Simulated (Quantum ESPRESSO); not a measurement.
# WS2 (Tungstenite) (P6_3/mmc) in Quantum ESPRESSO: convergence with wavefunction cutoff

Aim: find how far wavefunction cutoff must go before the results for WS2 (Tungstenite) settle, at LDA. This setting moves, with any that are tied to it; all else stays.

Program: Quantum ESPRESSO 7.5. These are calculated values, not measurements. Logs are shortened: lines on timing, memory, paths and dates and some standing lists are left out, and cuts for length are marked.

## 1. The crystal as given

It takes space group P6_3/mmc (No. 194, hexagonal). Conventional cell: a = 3.180 Å, b = 3.180 Å, c = 12.500 Å, α = 90.00°, β = 90.00°, γ = 120.00°. W (site symmetry -6m2) is surrounded by 6 S at 2.41 Å. S (site symmetry 3m) has 3 W at 2.41 Å as nearest neighbours.

## 2. With wavefunction cutoff 28 Ry

File pw.in:

```
&CONTROL
  calculation = 'scf'
  prefix = 'pwscf'
  outdir = './tmp'
  pseudo_dir = './pseudo'
  tprnfor = .true.
  tstress = .true.
  disk_io = 'nowf'
/
&SYSTEM
  ibrav = 0
  nat = 6
  ntyp = 2
  ecutwfc = 28
  nbnd = 36
  occupations = 'smearing'
  smearing = 'mp'
  degauss = 0.00734986
/
&ELECTRONS
  conv_thr = 1.2d-09
  electron_maxstep = 120
  mixing_beta = 0.5
/
ATOMIC_SPECIES
W    183.8400 W.upf
S     32.0600 S.upf
CELL_PARAMETERS angstrom
   3.1800000000    0.0000000000    0.0000000000
  -1.5900000000    2.7539607840    0.0000000000
   0.0000000000    0.0000000000   12.5000000000
ATOMIC_POSITIONS crystal
W      0.6666666667    0.3333333333    0.7500000000
W      0.3333333333    0.6666666667    0.2500000000
S      0.6666666667    0.3333333333    0.3750000000
S      0.3333333333    0.6666666667    0.8750000000
S      0.6666666667    0.3333333333    0.1250000000
S      0.3333333333    0.6666666667    0.6250000000
K_POINTS automatic
10 10 3 0 0 0
```

Potentials or basis: PseudoDojo 0.4.1 SR LDA standard.

Started as:

```
$ OMP_NUM_THREADS=1 pw.x -in pw.in > pw.out
```

pw.out:

```text
This program is part of the open-source Quantum ESPRESSO suite
     for quantum simulation of materials; please cite
         "P. Giannozzi et al., J. Phys.:Condens. Matter 21 395502 (2009);
         "P. Giannozzi et al., J. Phys.:Condens. Matter 29 465901 (2017);
         "P. Giannozzi et al., J. Chem. Phys. 152 154105 (2020);
     in publications or presentations arising from this work. More details at

     Message from routine setup:
     using ibrav=0 with symmetry is DISCOURAGED, use correct ibrav instead

     G-vector sticks info
     --------------------
     sticks:   dense  smooth     PW     G-vecs:    dense   smooth      PW
     Sum         283     283     85                14761    14761    2613

     Using Slab Decomposition

     bravais-lattice index     =            0
     lattice parameter (alat)  =       6.0093  a.u.
     unit-cell volume          =     738.7398 (a.u.)^3
     number of atoms/cell      =            6
     number of atomic types    =            2
     number of electrons       =        52.00
     number of Kohn-Sham states=           36
     kinetic-energy cutoff     =      28.0000  Ry
     charge density cutoff     =     112.0000  Ry
     scf convergence threshold =      1.2E-09
     mixing beta               =       0.5000
     number of iterations used =            8  plain     mixing
     Exchange-correlation= SLA  PW   NOGX NOGC
                           (   1   4   0   0   0   0   0)

     celldm(1)=   6.009329  celldm(2)=   0.000000  celldm(3)=   0.000000
     celldm(4)=   0.000000  celldm(5)=   0.000000  celldm(6)=   0.000000

     crystal axes: (cart. coord. in units of alat)
               a(1) = (   1.000000   0.000000   0.000000 )
               a(2) = (  -0.500000   0.866025   0.000000 )
               a(3) = (   0.000000   0.000000   3.930818 )

     reciprocal axes: (cart. coord. in units 2 pi/alat)
               b(1) = (  1.000000  0.577350 -0.000000 )
               b(2) = (  0.000000  1.154701  0.000000 )
               b(3) = (  0.000000 -0.000000  0.254400 )

     PseudoPot. # 1 for W  read from file:
     W.upf
     Pseudo is Norm-conserving + core correction, Zval = 14.0
     Generated using ONCVPSP code by D. R. Hamann
     Using radial grid of 1380 points,  8 beta functions with:
                l(1) =   0
                l(2) =   0
                l(3) =   1
                l(4) =   1
                l(5) =   2
                l(6) =   2
                l(7) =   3
                l(8) =   3

     PseudoPot. # 2 for S  read from file:
     S.upf
     Pseudo is Norm-conserving + core correction, Zval =  6.0
     Generated using ONCVPSP code by D. R. Hamann
     Using radial grid of 1132 points,  6 beta functions with:
                l(1) =   0
                l(2) =   0
                l(3) =   1
                l(4) =   1
                l(5) =   2
                l(6) =   2

     atomic species   valence    mass     pseudopotential
     W                14.00   183.84000     W ( 1.00)
     S                 6.00    32.06000     S ( 1.00)

     24 Sym. Ops., with inversion, found (12 have fractional translation)

   Cartesian axes

     site n.     atom                  positions (alat units)
         1        W      tau(   1) = (   0.5000000   0.2886751   2.9481132  )
         2        W      tau(   2) = (  -0.0000000   0.5773503   0.9827044  )
         3        S      tau(   3) = (   0.5000000   0.2886751   1.4740566  )
         4        S      tau(   4) = (  -0.0000000   0.5773503   3.4394654  )
         5        S      tau(   5) = (   0.5000000   0.2886751   0.4913522  )
         6        S      tau(   6) = (  -0.0000000   0.5773503   2.4567610  )

     number of k points=    28  Methfessel-Paxton smearing, width (Ry)=  0.0073
                       cart. coord. in units 2pi/alat
        k(    1) = (   0.0000000   0.0000000   0.0000000), wk =   0.0066667
        k(    2) = (   0.0000000   0.0000000   0.0848000), wk =   0.0133333
        k(    3) = (   0.0000000   0.1154701   0.0000000), wk =   0.0400000
        k(    4) = (   0.0000000   0.1154701   0.0848000), wk =   0.0800000
        k(    5) = (   0.0000000   0.2309401   0.0000000), wk =   0.0400000
        k(    6) = (   0.0000000   0.2309401   0.0848000), wk =   0.0800000
[... 20 lines left out ...]
        k(   27) = (   0.3000000   0.5196152   0.0000000), wk =   0.0400000
        k(   28) = (   0.3000000   0.5196152   0.0848000), wk =   0.0800000

     Dense  grid:    14761 G-vectors     FFT dimensions: (  24,  24,  80)

     Initial potential from superposition of free atoms

     starting charge      51.9990, renormalised to      52.0000
     Starting wfcs are   36 randomized atomic wfcs

     Self-consistent Calculation

     iteration #  1     ecut=    28.00 Ry     beta= 0.50
     Davidson diagonalization with overlap
     ethr =  1.00E-02,  avg # of iterations =  3.9

     Threshold (ethr) on eigenvalues was too large:
     Diagonalizing with lowered threshold

     Davidson diagonalization with overlap
     ethr =  3.21E-04,  avg # of iterations =  2.6

     total energy              =    -392.00390594 Ry
     estimated scf accuracy    <       0.19401845 Ry
[... 57 lines left out ...]
     iteration # 10     ecut=    28.00 Ry     beta= 0.50
     Davidson diagonalization with overlap
     ethr =  2.89E-11,  avg # of iterations =  2.1

     End of self-consistent calculation

          k = 0.0000 0.0000 0.0000 (  1839 PWs)   bands (ev):

   -63.2174 -63.1552 -27.8211 -27.8002 -27.6408 -27.6408 -27.6374 -27.6374
    -4.4310  -4.2292  -2.8717  -2.5050   3.5484   4.5040   7.3071   7.4454
     7.4454   7.4557   7.4557   8.6699   8.6699   8.7156   8.7156   9.4819
     9.8296  10.9880  13.2038  13.2038  13.2190  13.2190  13.3271  13.3271
    13.4787  13.4787  15.5975  15.8524
[... 67 lines left out ...]
   -63.1956 -63.1893 -27.9580 -27.9572 -27.7556 -27.7545 -27.7132 -27.7111
    -2.5046  -2.4433  -2.0633  -1.9948   4.0972   4.2213   5.2995   5.3800
     5.9033   6.1732   7.0084   7.0416   8.2009   8.3808   8.9423   9.0122
     9.1693   9.3025  12.9467  12.9893  13.1027  13.3254  14.1069  14.4872
    14.8704  15.0573  16.0238  16.4874

          k = 0.0000-0.5774 0.0000 (  1862 PWs)   bands (ev):

   -63.2155 -63.1849 -27.9944 -27.9902 -27.7501 -27.7452 -27.7249 -27.7205
    -2.2419  -2.1619  -1.9922  -1.9141   3.7618   4.0117   5.0792   5.2729
     5.6225   6.2206   6.8676   6.9349   8.1447   8.3298   9.0244   9.1906
     9.3499   9.5040  13.0853  13.1209  13.4388  13.6901  14.0151  14.8253
    14.8389  15.2193  15.2580  15.7613

          k = 0.0000-0.5774 0.0848 (  1852 PWs)   bands (ev):

   -63.1903 -63.1889 -27.9900 -27.9890 -27.7481 -27.7471 -27.7204 -27.7196
    -2.2283  -2.1879  -1.9656  -1.9286   3.8215   3.9455   5.0971   5.1714
     5.8327   6.1107   6.8845   6.9175   8.1776   8.2684   9.0664   9.1500
     9.3970   9.4727  13.0950  13.1133  13.5173  13.6376  14.1537  14.5249
    14.9440  15.1528  15.3887  15.7197
[... 123 lines left out ...]
   -63.2023 -63.1994 -27.9172 -27.9164 -27.8431 -27.8429 -27.7417 -27.7416
    -1.9484  -1.9281  -1.8161  -1.7960   4.5842   4.6480   4.8269   4.8598
     6.0607   6.0661   6.3903   6.4784   7.0781   7.2183   8.0405   8.1815
    10.0943  10.1769  12.3046  12.3183  13.3317  13.7989  14.1339  14.2323
    15.5226  15.7207  17.0955  17.1009

     the Fermi energy is    11.4062 ev

!    total energy              =    -392.03870868 Ry
     estimated scf accuracy    <          4.9E-10 Ry
     smearing contrib. (-TS)   =       0.00000000 Ry
     internal energy E=F+TS    =    -392.03870868 Ry

     The total energy is F=E-TS. E is the sum of the following terms:
     one-electron contribution =    -173.22579791 Ry
     hartree contribution      =     106.73102188 Ry
     xc contribution           =     -91.24766510 Ry
     ewald contribution        =    -234.29626754 Ry

     convergence has been achieved in  10 iterations

     Forces acting on atoms (cartesian axes, Ry/au):

     atom    1 type  1   force =     0.00000000    0.00000000   -0.00000000
     atom    2 type  1   force =    -0.00000000   -0.00000000    0.00000000
     atom    3 type  2   force =    -0.00000000   -0.00000000   -0.01290380
     atom    4 type  2   force =    -0.00000000   -0.00000000   -0.01290380
     atom    5 type  2   force =     0.00000000   -0.00000000    0.01290380
     atom    6 type  2   force =     0.00000000   -0.00000000    0.01290380

     Total force =     0.025808     Total SCF correction =     0.000067

     Computing stress (Cartesian axis) and pressure

          total   stress  (Ry/bohr**3)                   (kbar)     P=     -309.43
  -0.00215212   0.00000000   0.00000000         -316.59        0.00        0.00
   0.00000000  -0.00215212   0.00000000            0.00     -316.59        0.00
   0.00000000   0.00000000  -0.00200608            0.00        0.00     -295.10

=------------------------------------------------------------------------------=
   JOB DONE.
=------------------------------------------------------------------------------=
```

Wall time 40 s (1 thread of Arm Neoverse V1, shared host); peak memory 0.08 GiB.

Results:

| Quantity | Value |
| --- | --- |
| Free energy | -5333.9584 eV |
| Pressure | -30.9 GPa |
| Largest force | 0.332 eV/Å |
| Band gap on the k mesh | 1.04 eV, indirect (least direct gap 2.07 eV) |

## 3. With wavefunction cutoff 35 Ry

Changes to pw.in since step 2:

```diff
@@ -13,3 +13,3 @@
   ntyp = 2
-  ecutwfc = 28
+  ecutwfc = 35
   nbnd = 36
```

Potentials or basis: PseudoDojo 0.4.1 SR LDA standard.

Started as:

```
$ OMP_NUM_THREADS=1 pw.x -in pw.in > pw.out
```

It took 54 s on 1 thread of Arm Neoverse V1, shared host; peak memory 0.1 GiB.

Results:

```yaml
Free_energy: -5338.5237 eV
Pressure: -19.9 GPa
Largest_force: 0.351 eV/Å
Band_gap_on_the_k_mesh: 1.04 eV, indirect (least direct gap 2.06 eV)
```

## 4. With wavefunction cutoff 42 Ry

Changes to pw.in since step 3:

```diff
@@ -13,3 +13,3 @@
   ntyp = 2
-  ecutwfc = 35
+  ecutwfc = 42
   nbnd = 36
```

Started as:

```
$ OMP_NUM_THREADS=1 pw.x -in pw.in > pw.out
```

Run time: 60 s. Hardware: 1 thread of Arm Neoverse V1, shared host; peak memory 0.13 GiB.

Results:

```
Free energy            : -5340.3793 eV
Pressure               : -12.0 GPa
Largest force          : 0.380 eV/Å
Band gap on the k mesh : 1.04 eV, indirect (least direct gap 2.06 eV)
```

## 5. With wavefunction cutoff 49 Ry

Changes to pw.in since step 4:

```diff
@@ -13,3 +13,3 @@
   ntyp = 2
-  ecutwfc = 42
+  ecutwfc = 49
   nbnd = 36
```

Started as:

```
$ OMP_NUM_THREADS=1 pw.x -in pw.in > pw.out
```

It took 95 s on 1 thread of Arm Neoverse V1, shared host; peak memory 0.16 GiB.

Results:

| Property | Result |
| --- | --- |
| Free energy | -5340.9850 eV |
| Pressure | -7.8 GPa |
| Largest force | 0.383 eV/Å |
| Band gap on the k mesh | 1.04 eV, indirect (least direct gap 2.06 eV) |

## 6. With wavefunction cutoff 56 Ry

Changes to pw.in since step 5:

```diff
@@ -13,3 +13,3 @@
   ntyp = 2
-  ecutwfc = 49
+  ecutwfc = 56
   nbnd = 36
```

Potentials or basis: PseudoDojo 0.4.1 SR LDA standard.

Started as:

```
$ OMP_NUM_THREADS=1 pw.x -in pw.in > pw.out
```

Run time: 1.8 min. Hardware: 1 thread of Arm Neoverse V1, shared host; peak memory 0.19 GiB.

The run converged. Its results:

| Property | Result |
| --- | --- |
| Free energy | -5341.1304 eV |
| Pressure | -6.3 GPa |
| Largest force | 0.385 eV/Å |
| Band gap on the k mesh | 1.04 eV, indirect (least direct gap 2.06 eV) |

## 7. With wavefunction cutoff 63 Ry

Changes to pw.in since step 6:

```diff
@@ -13,3 +13,3 @@
   ntyp = 2
-  ecutwfc = 56
+  ecutwfc = 63
   nbnd = 36
```

Started as:

```
$ OMP_NUM_THREADS=1 pw.x -in pw.in > pw.out
```

Run time: 1.9 min. Hardware: 1 thread of Arm Neoverse V1, shared host; peak memory 0.22 GiB.

The run converged. Its results:

* Free energy: -5341.1544 eV
* Pressure: -6.0 GPa
* Largest force: 0.386 eV/Å
* Band gap on the k mesh: 1.04 eV, indirect (least direct gap 2.06 eV)

## 8. With wavefunction cutoff 70 Ry

Changes to pw.in since step 7:

```diff
@@ -13,3 +13,3 @@
   ntyp = 2
-  ecutwfc = 63
+  ecutwfc = 70
   nbnd = 36
```

Started as:

```
$ OMP_NUM_THREADS=1 pw.x -in pw.in > pw.out
```

Run time: 2.7 min. Hardware: 1 thread of Arm Neoverse V1, shared host; peak memory 0.25 GiB.

Results (log left out):

* Free energy: -5341.1598 eV
* Pressure: -5.9 GPa
* Largest force: 0.389 eV/Å
* Band gap on the k mesh: 1.04 eV, indirect (least direct gap 2.06 eV)

## 9. With wavefunction cutoff 84 Ry

Changes to pw.in since step 8:

```diff
@@ -13,3 +13,3 @@
   ntyp = 2
-  ecutwfc = 70
+  ecutwfc = 84
   nbnd = 36
```

Potentials or basis: PseudoDojo 0.4.1 SR LDA standard.

Started as:

```
$ OMP_NUM_THREADS=1 pw.x -in pw.in > pw.out
```

Run time: 3.4 min. Hardware: 1 thread of Arm Neoverse V1, shared host; peak memory 0.32 GiB.

The run converged. Its results:

* Free energy: -5341.1664 eV
* Pressure: -5.9 GPa
* Largest force: 0.391 eV/Å
* Band gap on the k mesh: 1.04 eV, indirect (least direct gap 2.06 eV)

## 10. With wavefunction cutoff 105 Ry

Changes to pw.in since step 9:

```diff
@@ -13,3 +13,3 @@
   ntyp = 2
-  ecutwfc = 84
+  ecutwfc = 105
   nbnd = 36
```

Started as:

```
$ OMP_NUM_THREADS=1 pw.x -in pw.in > pw.out
```

Wall time 5.2 min (1 thread of Arm Neoverse V1, shared host); peak memory 0.45 GiB.

It converged, with:

```yaml
Free_energy: -5341.1687 eV
Pressure: -6.0 GPa
Largest_force: 0.392 eV/Å
Band_gap_on_the_k_mesh: 1.04 eV, indirect (least direct gap 2.06 eV)
```

## 11. The series at a glance

```csv
wavefunction cutoff,"energy less the tightest run, at zero smearing (meV/atom)",pressure (GPa),largest force (eV/Å),gap on the mesh (eV),SCF cycles,CPU time (s),peak memory (GiB)
28 Ry,1201.73,-30.94,0.332,1.036,10,40,0.08
35 Ry,440.84,-19.87,0.351,1.044,10,54,0.1
42 Ry,131.57,-11.95,0.380,1.044,10,60,0.13
49 Ry,30.63,-7.83,0.383,1.044,10,95,0.16
56 Ry,6.39,-6.30,0.385,1.044,10,110,0.19
63 Ry,2.40,-5.96,0.386,1.044,10,110,0.22
70 Ry,1.48,-5.95,0.389,1.044,10,160,0.25
84 Ry,0.38,-5.94,0.391,1.044,10,210,0.32
105 Ry,0.00,-5.96,0.392,1.044,11,310,0.45
```

Against the tightest run, the energy stays within 1 meV/atom from 84 Ry on; the pressure stays within 0.1 GPa from 63 Ry on; the largest force stays within 0.005 eV/Å from 70 Ry on; the gap on the mesh stays within 0.01 eV from 28 Ry on. The tightest run that finished is the yardstick and may itself not be fully converged.

Caveats: this smearing can shift energies of a crystal with a gap; spin-orbit coupling is left out, which moves the levels of the heavy elements; an odd mesh through Γ misses points on the zone boundary, where band edges often lie.
